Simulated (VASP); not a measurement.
Input of a VASP 6.6.1 run:

The input INCAR:

```
PREC     = Accurate       # precision mode
ENCUT    = 900            # plane-wave cutoff, eV
EDIFF    = 1E-8           # SCF threshold, eV
ISMEAR   = 0              # smearing method
SIGMA    = 0.05           # smearing width, eV
LREAL    = False          # projectors in reciprocal space
LASPH    = True           # aspherical terms in the spheres
NELM     = 100            # most SCF steps
ALGO     = Normal         # electronic algorithm
ISIF     = 2              # what is computed and relaxed
LWAVE    = False          # write WAVECAR
LCHARG   = False          # write CHGCAR
GGA      = PS             # functional
ADDGRID  = False
```

KPOINTS

```
regular mesh
0
Gamma
  11 11 8
```

POSCAR

```
AlN
1.0
    3.3121157418      0.0000000000      0.0000000000
   -1.6560578709      2.8683763727      0.0000000000
    0.0000000000      0.0000000000      4.1875630000
Al N
2 2
Direct
    0.6666666667      0.3333333333      0.2500000000
    0.3333333333      0.6666666667      0.7500000000
    0.6666666667      0.3333333333      0.7500000000
    0.3333333333      0.6666666667      0.2500000000
```

Potentials or basis: VASP PAW PBE potentials, release 64 (Al, N).

Run with:

```bash
$ cat potpaw_PBE.64/Al/POTCAR potpaw_PBE.64/N/POTCAR > POTCAR
$ mpirun -np 1 vasp_std > vasp.out
```

Task: Predict the band gap on the k mesh.

Result: 3.19 eV, direct.

Task: What does it give for the pressure?

Result: -3.4 GPa.

Stress tensor (GPa, compression positive):
```
-3.10  0.00  0.00
 0.00 -3.10  0.00
 0.00  0.00 -4.00
```

Caveat: the PAW data sets were made with another functional, which shifts forces and pressure a little; an odd mesh through Γ misses points on the zone boundary, where band edges often lie. A hybrid or GW would open this gap; PBEsol tends to underestimate it.
